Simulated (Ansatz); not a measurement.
## Worked example: SnH3Br + C4H8 → SnH3(CH3) + C3H5Br

Gas-phase species: SnH3Br `[Br][SnH3]`, singlet; C4H8 (1-butene) `C=CCC`, singlet; SnH3(CH3), singlet; C3H5Br (allyl bromide) `C=CCBr`, singlet. The partners trade Br for CH3: Sn–Br and C–CH3 bonds give way to Sn–CH3 and C–Br.

Shapes, held fixed at every level: PBE0-D4/def2-TZVP. Flexible molecules stand in one conformer, not always the lowest. Programs: Ansatz 0.2.0. The zero-point and thermal change to 298 K, harmonic and unscaled (PBE0-D4/def2-TZVP), is -5.5 kJ/mol.

At CCSD(T)/def2-TZVPP; 1 Eh = 2625.50 kJ/mol:

```
  species   energy (Eh)
   SnH3Br  -2788.186363
     C4H8   -156.924127
SnH3(CH3)   -255.270769
   C3H5Br  -2689.792905
```

Q: Work out ΔH(298 K) of the reaction at this level.

A: 
1. Products less reactants: (-255.270769) + (-2689.792905) − [(-2788.186363) + (-156.924127)] = 0.046816 Eh = +122.9 kJ/mol.
2. With the thermal change: +122.9 + (-5.5) = +117.4 kJ/mol.

Other levels give +117.3 (MP2/def2-TZVPP) to +158.4 kJ/mol (HF/def2-SVP). No measured value is set beside it here. For atoms past krypton def2 sets carry core potentials with scalar relativity. Relativity is left out for Br. Outer-core shells of Br, Sn are correlated, in sets that cover them unevenly. The median of the other correlated levels is +131.9 kJ/mol.
